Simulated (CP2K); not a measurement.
# Li under changes of volume

One of the cells (21.609 Å³/atom); the others are scaled copies at fixed shape and fractional positions:

```
Li
1.0
     3.03914    0.00000    0.00000
    -1.01305    2.86533    0.00000
    -1.01305   -1.43267    2.48145
Li
1
Direct
  0.00000 0.00000 0.00000
```

| Item | Value |
| --- | --- |
| Program | CP2K 2026.2 |
| Functional | PBE |
| Potentials or basis | GTH_POTENTIALS Li GTH-PBE-q3; TZVP-MOLOPT-SR-GTH basis |
| Density cutoff | 6123 eV |
| k mesh | 11 × 11 × 11 |
| Occupations | fermi-dirac, width 0.05 eV |
| Spin | no spin polarisation |

| volume (Å³/atom) | energy over the lowest point (meV/atom) | pressure (GPa) |
| --- | --- | --- |
| 20.312 | 0.00 | 0.0 |
| 20.744 | 0.47 | -0.3 |
| 21.177 | 1.72 | -0.6 |
| 21.609 | ? | ? |
| 22.041 | 6.19 | -1.1 |
| 22.473 | 9.30 | -1.3 |
| 22.905 | 12.84 | -1.4 |

What does the run at 21.609 Å³/atom give?

Energy over the lowest point 3.63 meV/atom; pressure -0.8 GPa.

Worked out: A Birch-Murnaghan fit of order 3 (a polynomial in V^(-2/3)) to the other rows has its minimum at 20.29 Å³/atom, just outside them, with B0 = V·E''(V) = 15.4 GPa and B' = 4.8. It gives 3.66 meV/atom at 21.609 Å³/atom, against the run's 3.63, and -dE/dV = -0.8 GPa, against -0.8.

Energies are extrapolated to zero smearing.

Caveats: the basis of atomic orbitals isn't converged, which shifts pressures, moduli and gaps.
